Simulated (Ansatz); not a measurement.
## Squeezing AlRu (begun as NiAs type, now distorted NiAs)

```xyz
4
Lattice="2.8939 0.0000 0.0000 -1.4469 2.5062 0.0000 0.0000 0.0000 7.7927" Properties=species:S:1:pos:R:3 pbc="T T T"
Ru    0.0000    0.0000    0.0000
Ru    0.0000    0.0000    3.8963
Al    0.0000    1.6708    1.9482
Al    1.4469    0.8354    5.8445
```

The cell comes from a relaxation on PAW files under the same functional, begun from a prototype that needn't be the stable phase.

The start type wasn't kept: the relaxed cell is distorted NiAs.

Its volume is scaled, and at each volume shape and atoms are relaxed on PAW files; all methods then take that cell.

All numbers are PBE results (scalar-relativistic) from Ansatz 0.2.0, with a Γ-centred 11×11×6 k mesh, Fermi–Dirac smearing of 0.08 eV, no spin polarisation. Methods: LAPW: all electrons, basis error target 1 meV/atom; PAW: frozen-core files, cutoff 420 eV; crystal datasets: all electrons, by PAW datasets that the program makes for each cell; norm-conserving: pseudopotentials, cutoff 1143 eV; PAW (partial waves polarizable): frozen-core files, cutoff 420 eV.

Energies are extrapolated to zero smearing and count from the unscaled cell; pressure is positive in compression; gaps take the mesh and a band path. No temperature or zero-point motion is included.

```json
{"V/V0": "1.00", "V (Å³/atom)": "14.13", "P LAPW (GPa)": "-0.05", "ΔE LAPW (eV/atom)": "0.000", "P PAW − LAPW (GPa)": "0.05", "ΔE PAW − LAPW (meV/atom)": "0.0", "space group": "P6_3/mmc", "shortest distance (Å)": "2.566"}
{"V/V0": "0.94", "V (Å³/atom)": "13.28", "P LAPW (GPa)": "13.35", "ΔE LAPW (eV/atom)": "0.033", "P PAW − LAPW (GPa)": "0.09", "ΔE PAW − LAPW (meV/atom)": "0.4", "space group": "P6_3/mmc", "shortest distance (Å)": "2.519"}
{"V/V0": "0.88", "V (Å³/atom)": "12.43", "P LAPW (GPa)": "32.0", "ΔE LAPW (eV/atom)": "0.150", "P PAW − LAPW (GPa)": "0.14", "ΔE PAW − LAPW (meV/atom)": "1.0", "space group": "P6_3/mmc", "shortest distance (Å)": "2.469"}
{"V/V0": "0.80", "V (Å³/atom)": "11.30", "P LAPW (GPa)": "69.0", "ΔE LAPW (eV/atom)": "0.496", "P PAW − LAPW (GPa)": "0.26", "ΔE PAW − LAPW (meV/atom)": "2.3", "space group": "P6_3/mmc", "shortest distance (Å)": "2.395"}
{"V/V0": "0.72", "V (Å³/atom)": "10.17", "P LAPW (GPa)": "127.5", "ΔE LAPW (eV/atom)": "1.172", "P PAW − LAPW (GPa)": "0.45", "ΔE PAW − LAPW (meV/atom)": "4.8", "space group": "P6_3/mmc", "shortest distance (Å)": "2.314"}
{"V/V0": "0.64", "V (Å³/atom)": "9.04", "P LAPW (GPa)": "?", "ΔE LAPW (eV/atom)": "?", "P PAW − LAPW (GPa)": "?", "ΔE PAW − LAPW (meV/atom)": "?", "space group": "?", "shortest distance (Å)": "?"}
{"V/V0": "0.55", "V (Å³/atom)": "7.77", "P LAPW (GPa)": "405.6", "ΔE LAPW (eV/atom)": "4.793", "P PAW − LAPW (GPa)": "0.78", "ΔE PAW − LAPW (meV/atom)": "15.4", "space group": "P6_3/mmc", "shortest distance (Å)": "2.112"}
```

Problem. Fit the Vinet equation to the LAPW pressures shown (residuals weighted by 1/(|P| + 0.03·Pmax)), and predict the pressure of the withheld row.

Solution. The fit gives V0 = 14.13 Å³/atom, B0 = 187 GPa and B0′ = 4.64. At 9.04 Å³/atom, x = (V/V0)^(1/3) = 0.8618, and P = 3·B0·(1 − x)/x²·exp[1.5·(B0′ − 1)·(1 − x)] = 222.2 GPa. The run itself gave 221.9 GPa (+0.2 % off) and ΔE = 2.377 eV/atom.

Problem. At the smallest volume, how far do crystal datasets and norm-conserving and PAW (partial waves polarizable) lie from LAPW in pressure?

Solution. crystal datasets: 0.00 GPa; norm-conserving: -1.74 GPa; PAW (partial waves polarizable): +0.78 GPa, on a LAPW pressure of 405.6 GPa.

Problem. How do the Löwdin populations by LAPW change from the unscaled cell to the last row?

Solution. Ru 4s 1.93 → 1.84, Ru 5s 0.52 → 0.48, Ru 4p 5.98 → 5.95, Ru 4d 7.49 → 7.95, Al 2s 1.98 → 1.94, Al 3s 0.91 → 0.70, Al 3p 2.09 → 2.03 electrons an atom. These are projections on the shells that the free atoms fill; 0.21 e a cell lies outside them at the start and 0.27 e at the end.
